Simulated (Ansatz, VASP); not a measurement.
# CdS: VASP beside Ansatz

```
Cd S
1.0
     4.16197    0.00000    0.00000
     0.00000    4.16197    0.00000
     0.00000    0.00000   16.00000
Cd S
1 1
Direct
  0.50000 0.00000 0.54598
  0.50000 0.50000 0.45402
```

Alike in both runs: task single point; functional PBE; k mesh 4 × 4 × 1; occupations gaussian, width 0.1 eV; no spin polarisation.

|  | VASP | Ansatz |
| --- | --- | --- |
| version | VASP 6.6.1 | Ansatz 0.2.0 |
| potentials or method | VASP PAW PBE potentials, release 64 (Cd, S) | scalar-relativistic, plane waves, PAW |
| plane-wave cutoff (eV) | 520 | 420 |
| valence electrons in the cell | 18 | 26 |

|  | VASP | Ansatz | Ansatz less VASP |
| --- | --- | --- | --- |
| gap on the k mesh at the Fermi level (eV) | 0.14 | 0.15 | +0.007 |
| least direct gap on the mesh (eV) | 0.14 | 0.15 | +0.007 |
| rms of the force components (eV/Å) | 1.128 | 1.143 | +0.0151 |

Atom by atom the forces differ by 0.015 eV/Å (rms over components). The functional is the same, so the differences come from potentials, cutoffs and numerics. The two sets of potentials don't hold the same shells in valence. Ansatz warned: «slab_cell_height_set».
